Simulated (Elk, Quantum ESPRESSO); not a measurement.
An Elk input for a self-consistent single point of ZnTe (F-43m, 2 atoms in the cell) (DFT, PBE, all-electron FP-LAPW, Elk's shipped species files, APW+lo basis with extra local orbitals):

```
tasks
  0

xctype
  20

tforce
  .true.

rgkmax
  7.5

gmaxvr
  18.0

lmaxapw
  10

lmaxo
  8

nxlo
  2

lorbcnd
  .true.

lradstp
  2

nrmtscf
  2.0

rmtscf
  0.93

lmaxi
  4

stype
  0

swidth
  0.0001

avec
    0.0000000000    5.6220089201    5.6220089201
    5.6220089201    0.0000000000    5.6220089201
    5.6220089201    5.6220089201    0.0000000000

atoms
  2   : nspecies
  'Zn.in'   : spfname
  1   : natoms; atposl, bfcmt below
  0.5000000000  0.5000000000  0.5000000000    0.0 0.0 0.0
  'Te.in'   : spfname
  1   : natoms; atposl, bfcmt below
  0.2500000000  0.2500000000  0.2500000000    0.0 0.0 0.0

ngridk
  6 6 6
```

### Question
Give the Quantum ESPRESSO input for the same structure, mesh, smearing and functional.

### Answer
One input that does it (others would too):

```fortran
&control
   calculation = 'scf'
   prefix = 'scf'
   outdir = './work'
   pseudo_dir = './'
   tprnfor = .true.
   tstress = .true.
/
&system
   ibrav = 0
   nat = 2
   ntyp = 2
   ecutwfc = 85
   occupations = 'fixed'
   nbnd = 26
/
&electrons
   conv_thr = 1.0e-11
   mixing_beta = 0.4
/
ATOMIC_SPECIES
Zn    65.3800  Zn.upf
Te   127.6000  Te.upf
ATOMIC_POSITIONS crystal
Zn    0.5000000000    0.5000000000    0.5000000000
Te    0.2500000000    0.2500000000    0.2500000000
K_POINTS automatic
6 6 6  0 0 0
CELL_PARAMETERS angstrom
   0.0000000000     2.9750390000     2.9750390000
   2.9750390000     0.0000000000     2.9750390000
   2.9750390000     2.9750390000     0.0000000000
```

Basis settings and potentials, where a program has them, do not carry over. This input uses DFT, PBE, plane waves, PseudoDojo standard norm-conserving (PBE) pseudopotentials. Both were run: gap on the mesh 1.604 eV in Elk and 1.614 in Quantum ESPRESSO.

On Elk: the starting cell comes from a database of computed structures (which also holds hypothetical and non-ambient phases and stackings), without a prior relaxation at this level. Its lattice was rescaled by a random factor within 2.5 % of one. For this run, on top of that: lattice scaled by 0.98. Spin-orbit coupling is off. Values depend on the basis (sphere radii, cutoffs, local orbitals), which need not be converged.

On Quantum ESPRESSO: the starting cell comes from a database of computed structures (which also holds hypothetical and non-ambient phases and stackings), without a prior relaxation at this level. Its lattice was rescaled by a random factor within 2.5 % of one. For this run, on top of that: lattice scaled by 0.98. Spin-orbit coupling is off. With a pressure of about 6 GPa the cell is away from its equilibrium volume at this level.
